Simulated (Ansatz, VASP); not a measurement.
**MgH2: VASP beside Ansatz**

```xyz
6
Lattice="0.0000 2.9734 2.9734 2.9734 0.0000 2.9734 2.9734 2.9734 0.0000" Properties=species:S:1:pos:R:3 pbc="T T T"
Mg    2.9734    2.9734    2.9734
Mg    4.4602    4.4602    4.4602
H     0.7434    0.7434    0.7434
H     0.7434    2.2301    2.2301
H     2.2301    2.2301    0.7434
H     2.2301    0.7434    2.2301
```

Alike in both runs: task relaxation of cell and atoms; functional PBE; k mesh 12 × 12 × 12; occupations gaussian, width 0.1 eV; no spin polarisation.

|  | VASP | Ansatz |
| --- | --- | --- |
| version | VASP 6.6.1 | Ansatz 0.2.0 |
| potentials or method | VASP PAW PBE potentials, release 64 (Mg, H) | scalar-relativistic, plane waves, PAW |
| plane-wave cutoff (eV) | 600 | 420 |
| valence electrons in the cell | 8 | 24 |

|  | VASP | Ansatz | Ansatz less VASP |
| --- | --- | --- | --- |
| gap on the k mesh at the Fermi level, each at its own relaxed structure (eV) | none | none | - |
| relaxed volume (Å³/atom) | 8.74 | 8.75 | +0.003 |
| relaxed cell length with the largest relative difference (Å) | 4.202 | 4.202 | +0.0005 |

A gap of «none» marks a metal or a gap that the smearing closes. The two sets of potentials don't hold the same shells in valence.
